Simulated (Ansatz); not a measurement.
## Sn: band structure with PBEsol

Sn:

```
Sn
1.0
    -1.80888    1.86022    2.44986
     1.80888   -1.86022    2.44986
     1.80888    1.86022   -2.44986
Sn
1
Direct
  0.00000 0.00000 0.00000
```

This isn't the form of Sn at room conditions, which is tetragonal (white tin).

The cell isn't the ideal one: volume scaled by 1.15.

```
Program                             : Ansatz 0.2.0
Task                                : band structure
Functional                          : PBEsol
Potentials or basis                 : PseudoDojo PBEsol
Cutoff                              : 980 eV
Density cutoff                      : 3918 eV
k mesh                              : 10 × 10 × 10
Occupations                         : gaussian, width 0.025 eV
Spin                                : spin-orbit coupling, no magnetisation
Driver                              : chain
Path                                : [["G", "X", "L", "T", "W", "R", "X1", "Z", "G", "Y", "S", "W"], ["L1", "Y"], ["Y1", "Z"]]
Points for each segment of the path : 14
```

```yaml
Pressure: -7.4 GPa
Band_gap_on_the_k_mesh: none (metal or under the smearing width)
```

Stress tensor (GPa, compression positive):
```
-7.00  0.00  0.00
 0.00 -8.10  0.00
 0.00  0.00 -6.95
```

Levels at the corners of the path, in eV from the Fermi level:
```
point  band 12  band 13  band 14  band 15  band 16  band 17
    Γ    -9.85     5.49     5.49     6.40     6.40     6.68
    X    -4.81    -1.94    -1.94    -0.89    -0.89     1.78
    L    -4.80    -1.49    -1.49    -1.08    -1.08     0.23
    T    -5.32    -3.01    -3.01     1.79     1.79     2.34
    W    -5.06    -1.49    -1.49    -1.13    -1.13    -0.08
    R    -6.42    -3.66    -3.66     4.08     4.08     5.03
   X1    -4.81    -1.94    -1.94    -0.89    -0.89     1.78
    Z    -4.72    -2.58    -2.58     1.10     1.10     1.78
    Γ    -9.85     5.49     5.49     6.40     6.40     6.68
    Y    -4.92    -2.06    -2.06    -0.87    -0.87     2.22
    S    -6.62    -3.71    -3.71     4.42     4.42     5.29
    W    -5.06    -1.49    -1.49    -1.13    -1.13    -0.08
   L1    -4.80    -1.49    -1.49    -1.08    -1.08     0.23
    Y    -4.92    -2.06    -2.06    -0.87    -0.87     2.22
   Y1    -4.92    -2.06    -2.06    -0.87    -0.87     2.22
    Z    -4.72    -2.58    -2.58     1.10     1.10     1.78
```

Run time: 54 s on 2 threads of Arm Neoverse V1 (shared host), peak memory 1 GiB.
